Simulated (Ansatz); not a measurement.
## AlN (F-43m): several responses side by side

The conventional cell has a = 4.377 Å, b = 4.377 Å, c = 4.377 Å, α = 90.00°, β = 90.00°, γ = 90.00°. Al (atom 1) has 4 N at 1.90 Å as nearest neighbours. N (atom 2) has 4 Al at 1.90 Å as nearest neighbours.

The structure is one entry of a database and needn't be the stable phase. Ansatz runs use the cell relaxed by PAW under their functional.

(1) What are its gap and electron mass? (PBEsol, all-electron LAPW in Ansatz 0.2.0, scalar-relativistic; a = 4.377 Å; k mesh 8×8×8, fixed occupations, basis error target 1 meV/atom)

(2) How stiff is it? (PBEsol, all-electron LAPW in Ansatz 0.2.0, scalar-relativistic; a = 4.377 Å; k mesh 8×8×8, strains of ±0.003, fixed occupations, basis error target 0.5 meV/atom)

(3) How does it vibrate? (PBEsol, all-electron LAPW in Ansatz 0.2.0, scalar-relativistic; a = 4.377 Å; k mesh 8×8×8, fixed occupations, basis error target 0.5 meV/atom; q mesh 2×2×2)

(4) How does it screen a field? (PBEsol, PAW on Ansatz 0.2.0's default frozen-core files (fitted under PBE), scalar-relativistic; a = 4.377 Å; k mesh 8×8×8, fixed occupations, cutoff 420 eV)

(5) How much do local fields and the kernel change ε∞?

Answers

(1) Kohn-Sham band edges (the gap between refined extrema, the direct gap on the fine mesh): gap = 3.19 eV, least direct gap = 4.07 eV, electron conductivity mass = 0.366 mₑ, ε∞ without local fields (PAW) = 4.84.

(2) Elastic moduli (Hill averages, relaxed ions; θ_D from sound speeds over directions): B = 200 GPa, G = 119 GPa, C11 = 286 GPa, C44 = 179 GPa, ν = 0.252, θ_D = 897 K.

(3) Harmonic phonons by finite displacements (no LO-TO term; negative means unstable): highest mode = 716 cm⁻¹, lowest at L = 222 cm⁻¹, lowest at X = 331 cm⁻¹, highest at Γ = 649 cm⁻¹.

(4) Dielectric response and Born charges by linear response (direction means): ε∞ = 4.65, largest |Z*| = 2.55 e, ε₀ = 8.6.

(5) From 4.84 (independent particles) to 4.65 (linear response), -4 %. The two sums use different k meshes, so a part of a few per cent can be the mesh's.

Keep in mind: semilocal gaps are low, and light masses and ε∞ follow the gap (band edges); this zinc-blende form is metastable at ambient conditions; constants at zero field, no piezoelectric stiffening (moduli); frozen-core PAW files fitted under PBE, their cores solved anew for the functional of the run (field response); zone-boundary modes aren't tested (field response); semilocal gaps are low, so ε∞ comes out large.
